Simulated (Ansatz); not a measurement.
## Cost of a DFT run on PbS

```yaml
crystal:
  lattice:
    - [12.02783561, 0.0, 0.0]
    - [0.0, 4.22497401, 0.0]
    - [0.0, 0.0, 4.27501809]
  atoms:
    - { symbol: Pb, position: [0.87134985, 0.25, 0.16490489] }
    - { symbol: Pb, position: [0.37134985, 0.25, 0.33509511] }
    - { symbol: Pb, position: [0.12865015, 0.75, 0.83509511] }
    - { symbol: Pb, position: [0.62865015, 0.75, 0.66490489] }
    - { symbol: S, position: [0.64359556, 0.25, 0.10791036] }
    - { symbol: S, position: [0.14359556, 0.25, 0.39208964] }
    - { symbol: S, position: [0.35640444, 0.75, 0.89208964] }
    - { symbol: S, position: [0.85640444, 0.75, 0.60791036] }
kpoints:
  mp_grid: { grid: [3, 8, 8] }
scf:
  occupations: { method: fermi_dirac, width: 0.01 }
hamiltonian:
  xc: r2scan
  pseudopotentials: { kind: paw }
output:
  forces: true
  stress: true
  populations: true
  efg: { quadrupole_moments_barn: { S: -0.0694 }, contact_densities: true }
  write_density: true
  write_potential: true
  elf: true
  volumetric_format: npy
```

```sh
ansatz run input.yaml --threads 1 --pin off --max-ram 3072MiB --backend cpu --events-out ev --progress --plain --runs-dir out
```

It runs on 1 thread of Arm Neoverse N1 (aarch64; 36 cores open to the job, memory cap 3.0 GiB, no GPU), a shared host with a load of 0.9 a core.

(1) How much time and memory should be set aside?

Answers

(1) About 3.2 min of wall time (3.2 min of CPU time) and 1.1 GiB. The run holds 80 valence electrons in 48 bands, about 5491 plane waves a k-point and 50 irreducible k-points, and took 7 SCF iterations. Times on a shared host vary by tens of per cent.
